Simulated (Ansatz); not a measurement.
# Ti2C: band structure with PBEsol

The system is Ti2C.

```
CELL_PARAMETERS angstrom
1.54070 0.88952 4.81377
-1.54070 0.88952 4.81377
0.00000 -1.77905 4.81377
ATOMIC_POSITIONS crystal
Ti 0.75450 0.75450 0.75450
Ti 0.24550 0.24550 0.24550
C 0.50000 0.50000 0.50000
```

The cell comes from a database or a generator and needn't be the stable form of this composition.

```json
{
  "Program": "Ansatz 0.2.0",
  "Task": "band structure",
  "Functional": "PBEsol",
  "Potentials or basis": "all-electron LAPW, inner shells corrected to Dirac's equation",
  "Cutoff": "297 eV (chosen from the basis error)",
  "Basis error allowed": "0.002 eV/atom",
  "k mesh": "10 × 10 × 10",
  "Occupations": "fermi-dirac, width 0.05 eV",
  "Spin": "no spin polarisation"
}
```

- Pressure: -4.7 GPa
- Largest force: 0.188 eV/Å
- Band gap along the path: none (metal or under the smearing width)

Forces on the atoms (eV/Å):
```
Ti   0.000  0.000  0.188
Ti   0.000  0.000 -0.188
C    0.000  0.000  0.000
```

Stress tensor (GPa, compression positive):
```
-4.88  0.00  0.00
 0.00 -4.88  0.00
 0.00  0.00 -4.21
```

Levels at the corners of the path, in eV from the Fermi level:
| point | band 17 | band 18 | band 19 | band 20 | band 21 | band 22 | band 23 | band 24 | band 25 | band 26 |
| --- | --- | --- | --- | --- | --- | --- | --- | --- | --- | --- |
| Γ | -4.86 | -2.55 | -2.55 | -2.03 | 0.48 | 0.48 | 1.00 | 1.94 | 1.94 | 3.01 |
| L | -4.70 | -3.00 | -2.44 | -1.29 | -0.96 | 0.12 | 1.84 | 2.69 | 2.86 | 3.11 |
| B1 | -4.04 | -3.84 | -2.81 | -0.96 | -0.55 | 0.52 | 1.24 | 2.36 | 2.68 | 3.14 |

It took 22 s on 2 threads of Arm Neoverse V1, on a shared host, peak memory 0.51 GiB.
